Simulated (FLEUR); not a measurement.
# BN (P6_3mc) in FLEUR: a series of runs

Runs on BN. Level: PBE. Tasks: equation of state.

Program: FLEUR MaX-R8.1 (later development tree). These are calculated values, not measurements. Logs are shortened: lines on timing, memory, paths and dates and some standing lists are left out, and cuts for length are marked.

## Step 1: The crystal as given

It takes space group P6_3mc (No. 186, hexagonal). The conventional cell has a = 2.554 Å, b = 2.554 Å, c = 4.227 Å, α = 90.00°, β = 90.00°, γ = 120.00°. N (site symmetry 3m) has 4 B at 1.57 to 1.58 Å as nearest neighbours. B (site symmetry 3m) is surrounded by 4 N at 1.57 to 1.58 Å.

Measurements of this composition are mostly on another form, of space group No. 194.

## Step 2: Equation of state, PBE, 5.61 Å³/atom (volume scaled by 0.94)

File inp.xml:

```xml
<?xml version="1.0" encoding="UTF-8" standalone="no"?>
<fleurInput fleurInputVersion="0.39">
   <comment>
      BN                                                                                                  
   </comment>
   <calculationSetup>
      <cutoffs Kmax="5.41" Gmax="16.8" GmaxXC="16.8" numbands="0"/>
      <scfLoop itmax="60" minDistance="0.00001" maxIterBroyd="15" imix="Anderson" alpha="0.05" precondParam="0.0" spinf="2.0" sdNocoIR="T"/>
      <coreElectrons ctail="T" frcor="F" kcrel="0" coretail_lmax="0"/>
      <xcFunctional name="pbe" relativisticCorrections="F"/>
      <magnetism jspins="1"/>
      <soc l_soc="F" theta="0.0" phi="0.0" spav="F"/>
      <expertModes spex="0" secvar="F"/>
      <geometryOptimization l_f="F" forcealpha="1.0" forcemix="BFGS" epsdisp="0.0005" epsforce="0.0002"/>
      <ldaU l_linMix="F" mixParam="0.05" spinf="1.0"/>
   </calculationSetup>
   <cell>
      <bzIntegration valenceElectrons="16.0" mode="hist" fermiSmearingEnergy="0.00183747">
         <kPointListSelection listName="default-1"/>
         <!-- k-points included here -->
         <xi:include xmlns:xi="http://www.w3.org/2001/XInclude" href="kpts.xml"> </xi:include>
      </bzIntegration>
      <!-- symmetry operations included here -->
      <xi:include xmlns:xi="http://www.w3.org/2001/XInclude" href="sym.xml"> </xi:include>
      <bulkLattice scale="0.9795861087">
         <bravaisMatrix>
            <row-1>    4.8262463859830076     0.0000000000000000     0.0000000000000000</row-1>
            <row-2>   -2.4131231930859904     4.1796519751778654     0.0000000000000000</row-2>
            <row-3>    0.0000000000000000     0.0000000000000000     7.9875983183961319</row-3>
         </bravaisMatrix>
      </bulkLattice>
   </cell>
   <atomSpecies>
      <species name="Nitrogen (N)" element="N" atomicNumber="7">
         <mtSphere radius="1.33" gridPoints="453" logIncrement="0.023"/>
         <atomicCutoffs lmax="8" lnonsphr="6"/>
         <electronConfig flipSpins="F">
            <coreConfig>(1s1/2)</coreConfig>
            <valenceConfig>(2s1/2) (2p1/2) (2p3/2)</valenceConfig>
            <stateOccupation state="(2p1/2)" spinUp="0.500000" spinDown="0.500000"/>
            <stateOccupation state="(2p3/2)" spinUp="1.000000" spinDown="1.000000"/>
         </electronConfig>
         <energyParameters s="2" p="2" d="3" f="4"/>
         <lo type="SCLO" l="0" n="2" eDeriv="2"/>
         <lo type="SCLO" l="1" n="2" eDeriv="2"/>
         <lo type="SCLO" l="2" n="3" eDeriv="2"/>
      </species>
      <species name="Boron (B)" element="B" atomicNumber="5">
         <mtSphere radius="1.33" gridPoints="453" logIncrement="0.022"/>
         <atomicCutoffs lmax="8" lnonsphr="6"/>
         <electronConfig flipSpins="F">
            <coreConfig>(1s1/2)</coreConfig>
            <valenceConfig>(2s1/2) (2p1/2) (2p3/2)</valenceConfig>
            <stateOccupation state="(2p1/2)" spinUp="0.166667" spinDown="0.166667"/>
            <stateOccupation state="(2p3/2)" spinUp="0.333333" spinDown="0.333333"/>
         </electronConfig>
         <energyParameters s="2" p="2" d="3" f="4"/>
         <lo type="SCLO" l="0" n="2" eDeriv="2"/>
         <lo type="SCLO" l="1" n="2" eDeriv="2"/>
         <lo type="SCLO" l="2" n="3" eDeriv="2"/>
      </species>
   </atomSpecies>
   <atomGroups>
      <atomGroup species="Nitrogen (N)">
         <relPos label="                   1">1.000/3.000 -1.000/3.000 .1252760000</relPos>
         <relPos label="                   2">-1.000/3.000 1.000/3.000 -.3747240000</relPos>
         <force calculate="T" relaxXYZ="TTT"/>
      </atomGroup>
      <atomGroup species="Boron (B)">
         <relPos label="                   3">1.000/3.000 -1.000/3.000 .4997240000</relPos>
         <relPos label="                   4">-1.000/3.000 1.000/3.000 -.0002760000</relPos>
         <force calculate="T" relaxXYZ="TTT"/>
      </atomGroup>
   </atomGroups>
   <output dos="F" band="F" slice="F">
      <checks vchk="F" cdinf="F"/>
      <bandDOS minEnergy="-.5*Htr" maxEnergy="0.5*Htr" sigma="0.015" storeEVData="T"/>
      <vacuumDOS vacdos="F" integ="F" star="F" nstars="0" locx1="0.0" locy1="0.0" locx2="0.0" locy2="0.0" nstm="0" tworkf="0.0"/>
      <unfoldingBand unfoldBand="F" supercellX="1" supercellY="1" supercellZ="1"/>
      <plotting iplot="0" polar="F">
         <plot TwoD="T" vec1="  1.0  0.0  0.0" vec2="  0.0  1.0  0.0" vec3="  0.0  0.0  1.0" zero="  0.0  0.0  0.0" file="plot"/>
      </plotting>
      <chargeDensitySlicing numkpt="0" minEigenval="0.0" maxEigenval="0.0" nnne="0" pallst="F"/>
      <specialOutput eonly="F"/>
      <moessbauerParams electricFieldGradient="T" isomerShift="T" coreHyperfine="T" valenceHyperfine="T"/>
      <magneticCircularDichroism mcd="F" energyLo="-10.0" energyUp="0.0"/>
   </output>
  <!-- We include the file relax.xml here to enable relaxations (see documentation) -->
  <xi:include xmlns:xi="http://www.w3.org/2001/XInclude" href="relax.xml"> <xi:fallback/> </xi:include>
</fleurInput>
```

Potentials or basis: all-electron, FLAPW.

Launch:

```console
> inpgen -f crystal.txt -profile fastHighL
> # inp.xml edited to the form shown
> fleur_MPI
```

Output:

```text
Welcome to FLEUR        (www.flapw.de)
      MaX-Release 8.1          (www.max-centre.eu)

 ========== k-point set info ==========
 Selected k-point list: default-1
 k-point list type: mesh
 12 x 12 x 6
 Number of k points: 76

 ------------Calculation Setup---------------------------
 Number of MPI-tasks      :            1
 Number of PE/node        :            1
 Number of OMP-threads    :            1
 Most efficient MPI parallelization for:
           1           2           4          19          38          76
 Additional eigenvalue parallelization possible
 Number of basis functions:          476
 Approximate size of matrices (H+S) per k-point:         0.007 GB
 --------------------------------------------------------
Nuclear radius smaller than smallest radial mesh point for atom type 2 -- skipping its core isomer shift
Nuclear radius smaller than smallest radial mesh point for atom type 2 -- skipping its isomer shift
 Iteration:     1   Distance:      30.82272630 me/bohr^3
Nuclear radius smaller than smallest radial mesh point for atom type 2 -- skipping its core isomer shift
Nuclear radius smaller than smallest radial mesh point for atom type 2 -- skipping its isomer shift
 Iteration:     2   Distance:      28.01954441 me/bohr^3
Nuclear radius smaller than smallest radial mesh point for atom type 2 -- skipping its core isomer shift
Nuclear radius smaller than smallest radial mesh point for atom type 2 -- skipping its isomer shift
 Iteration:     3   Distance:      11.81388321 me/bohr^3
Nuclear radius smaller than smallest radial mesh point for atom type 2 -- skipping its core isomer shift
Nuclear radius smaller than smallest radial mesh point for atom type 2 -- skipping its isomer shift
 Iteration:     4   Distance:       3.80278252 me/bohr^3
Nuclear radius smaller than smallest radial mesh point for atom type 2 -- skipping its core isomer shift
Nuclear radius smaller than smallest radial mesh point for atom type 2 -- skipping its isomer shift
 Iteration:     5   Distance:       1.26956580 me/bohr^3
Nuclear radius smaller than smallest radial mesh point for atom type 2 -- skipping its core isomer shift
Nuclear radius smaller than smallest radial mesh point for atom type 2 -- skipping its isomer shift
 Iteration:     6   Distance:       0.42233375 me/bohr^3
Nuclear radius smaller than smallest radial mesh point for atom type 2 -- skipping its core isomer shift
Nuclear radius smaller than smallest radial mesh point for atom type 2 -- skipping its isomer shift
 Iteration:     7   Distance:       0.15779257 me/bohr^3
Nuclear radius smaller than smallest radial mesh point for atom type 2 -- skipping its core isomer shift
Nuclear radius smaller than smallest radial mesh point for atom type 2 -- skipping its isomer shift
 Iteration:     8   Distance:       0.11827452 me/bohr^3
Nuclear radius smaller than smallest radial mesh point for atom type 2 -- skipping its core isomer shift
Nuclear radius smaller than smallest radial mesh point for atom type 2 -- skipping its isomer shift
 Iteration:     9   Distance:       0.02165422 me/bohr^3
Nuclear radius smaller than smallest radial mesh point for atom type 2 -- skipping its core isomer shift
Nuclear radius smaller than smallest radial mesh point for atom type 2 -- skipping its isomer shift
 Iteration:    10   Distance:       0.00532313 me/bohr^3
Nuclear radius smaller than smallest radial mesh point for atom type 2 -- skipping its core isomer shift
Nuclear radius smaller than smallest radial mesh point for atom type 2 -- skipping its isomer shift
 Iteration:    11   Distance:       0.00509612 me/bohr^3
Nuclear radius smaller than smallest radial mesh point for atom type 2 -- skipping its core isomer shift
Nuclear radius smaller than smallest radial mesh point for atom type 2 -- skipping its isomer shift
 Iteration:    12   Distance:       0.00033041 me/bohr^3
Nuclear radius smaller than smallest radial mesh point for atom type 2 -- skipping its core isomer shift
Nuclear radius smaller than smallest radial mesh point for atom type 2 -- skipping its isomer shift
 Iteration:    13   Distance:       0.00005714 me/bohr^3
Nuclear radius smaller than smallest radial mesh point for atom type 2 -- skipping its core isomer shift
Nuclear radius smaller than smallest radial mesh point for atom type 2 -- skipping its isomer shift
 Iteration:    14   Distance:       0.00001308 me/bohr^3
Nuclear radius smaller than smallest radial mesh point for atom type 2 -- skipping its core isomer shift
Nuclear radius smaller than smallest radial mesh point for atom type 2 -- skipping its isomer shift
 Iteration:    15   Distance:       0.00000166 me/bohr^3

 ********************************************************************
 Run finished successfully
 Stop message:
   all done
 ********************************************************************
```

It took 2.4 min on 1 thread of Arm Neoverse V1, shared host; peak memory 0.06 GiB.

Results:

```yaml
Free_energy: -4337.1557 eV
Band_gap_on_the_k_mesh: 5.10 eV, indirect (least direct gap 8.54 eV)
Valence_electrons_inside_the_program's_atomic_spheres: N 3.25; B 1.06 (radii N 1.33, B 1.33 bohr)
```

## Step 3: Equation of state, PBE, 5.73 Å³/atom (volume scaled by 0.96)

Edit inp.xml of step 2 so:

```diff
@@ -24,3 +24,3 @@
       <xi:include xmlns:xi="http://www.w3.org/2001/XInclude" href="sym.xml"> </xi:include>
-      <bulkLattice scale="0.9795861087">
+      <bulkLattice scale="0.9864848297">
          <bravaisMatrix>
```

Potentials or basis: all-electron, FLAPW.

Launch:

```console
> inpgen -f crystal.txt -profile fastHighL
> # inp.xml edited to the form shown
> fleur_MPI
```

Run time: 2.5 min. Hardware: 1 thread of Arm Neoverse V1, shared host; peak memory 0.06 GiB.

The run converged. Its results:

```
Free energy                                           : -4337.2185 eV
Band gap on the k mesh                                : 5.14 eV, indirect (least direct gap 8.44 eV)
Valence electrons inside the program's atomic spheres : N 3.23; B 1.04 (radii N 1.33, B 1.33 bohr)
```

## Step 4: Equation of state, PBE, 5.85 Å³/atom (volume scaled by 0.98)

Edit inp.xml of step 3 so:

```diff
@@ -24,3 +24,3 @@
       <xi:include xmlns:xi="http://www.w3.org/2001/XInclude" href="sym.xml"> </xi:include>
-      <bulkLattice scale="0.9864848297">
+      <bulkLattice scale="0.9932883884">
          <bravaisMatrix>
```

Launch:

```console
> inpgen -f crystal.txt -profile fastHighL
> # inp.xml edited to the form shown
> fleur_MPI
```

Wall time 2.5 min (1 thread of Arm Neoverse V1, shared host); peak memory 0.06 GiB.

It converged, with:

```
Free energy                                           : -4337.2544 eV
Band gap on the k mesh                                : 5.17 eV, indirect (least direct gap 8.34 eV)
Valence electrons inside the program's atomic spheres : N 3.21; B 1.02 (radii N 1.33, B 1.33 bohr)
```

## Step 5: Equation of state, PBE, 5.97 Å³/atom

Edit inp.xml of step 4 so:

```diff
@@ -24,3 +24,3 @@
       <xi:include xmlns:xi="http://www.w3.org/2001/XInclude" href="sym.xml"> </xi:include>
-      <bulkLattice scale="0.9932883884">
+      <bulkLattice scale="1.0000000000">
          <bravaisMatrix>
```

Launch:

```console
> inpgen -f crystal.txt -profile fastHighL
> # inp.xml edited to the form shown
> fleur_MPI
```

It took 2.7 min on 1 thread of Arm Neoverse V1, shared host; peak memory 0.06 GiB.

The run converged. Its results:

```yaml
Free_energy: -4337.2661 eV
Band_gap_on_the_k_mesh: 5.20 eV, indirect (least direct gap 8.24 eV)
Valence_electrons_inside_the_program's_atomic_spheres: N 3.20; B 1.01 (radii N 1.33, B 1.33 bohr)
```

## Step 6: Equation of state, PBE, 6.09 Å³/atom (volume scaled by 1.02)

Edit inp.xml of step 5 so:

```diff
@@ -24,3 +24,3 @@
       <xi:include xmlns:xi="http://www.w3.org/2001/XInclude" href="sym.xml"> </xi:include>
-      <bulkLattice scale="1.0000000000">
+      <bulkLattice scale="1.0066227096">
          <bravaisMatrix>
```

Potentials or basis: all-electron, FLAPW.

Launch:

```console
> inpgen -f crystal.txt -profile fastHighL
> # inp.xml edited to the form shown
> fleur_MPI
```

Wall time 2.8 min (1 thread of Arm Neoverse V1, shared host); peak memory 0.06 GiB.

It converged, with:

| Item | Value |
| --- | --- |
| Free energy | -4337.2555 eV |
| Band gap on the k mesh | 5.23 eV, indirect (least direct gap 8.14 eV) |
| Valence electrons inside the program's atomic spheres | N 3.18; B 0.99 (radii N 1.33, B 1.33 bohr) |

## Step 7: Equation of state, PBE, 6.21 Å³/atom (volume scaled by 1.04)

Edit inp.xml of step 6 so:

```diff
@@ -24,3 +24,3 @@
       <xi:include xmlns:xi="http://www.w3.org/2001/XInclude" href="sym.xml"> </xi:include>
-      <bulkLattice scale="1.0066227096">
+      <bulkLattice scale="1.0131594038">
          <bravaisMatrix>
```

Launch:

```console
> inpgen -f crystal.txt -profile fastHighL
> # inp.xml edited to the form shown
> fleur_MPI
```

Wall time 2.9 min (1 thread of Arm Neoverse V1, shared host); peak memory 0.06 GiB.

It converged, with:

* Free energy: -4337.2247 eV
* Band gap on the k mesh: 5.25 eV, indirect (least direct gap 8.04 eV)
* Valence electrons inside the program's atomic spheres: N 3.17; B 0.97 (radii N 1.33, B 1.33 bohr)

## Step 8: Equation of state, PBE, 6.33 Å³/atom (volume scaled by 1.06)

Edit inp.xml of step 7 so:

```diff
@@ -24,3 +24,3 @@
       <xi:include xmlns:xi="http://www.w3.org/2001/XInclude" href="sym.xml"> </xi:include>
-      <bulkLattice scale="1.0131594038">
+      <bulkLattice scale="1.0196128224">
          <bravaisMatrix>
```

Launch:

```console
> inpgen -f crystal.txt -profile fastHighL
> # inp.xml edited to the form shown
> fleur_MPI
```

It took 3 min on 1 thread of Arm Neoverse V1, shared host; peak memory 0.06 GiB.

Results (log left out):

```
Free energy                                           : -4337.1755 eV
Band gap on the k mesh                                : 5.28 eV, indirect (least direct gap 7.94 eV)
Valence electrons inside the program's atomic spheres : N 3.15; B 0.96 (radii N 1.33, B 1.33 bohr)
```

## Step 9: Equation of state, PBE

Potentials or basis: all-electron, FLAPW.

This step only gathers the single runs of the series.

What came out:

| Quantity | Value |
| --- | --- |
| Equilibrium volume | 5.97 Å³/atom |
| Bulk modulus at fixed shape and positions | 372 GPa |
| Pressure derivative of the bulk modulus | 3.7 |

Energy against volume, from the lowest point:
```
volume (Å³/atom)  energy (meV/atom)
           5.611              27.60
           5.730              11.90
           5.850               2.92
           5.969               0.00
           6.088               2.65
           6.208              10.34
           6.327              22.64
```

Caveat: the cell was scaled at fixed shape and fractional positions, which overstates the stiffness of a crystal with free parameters, most of all of layers and chains.
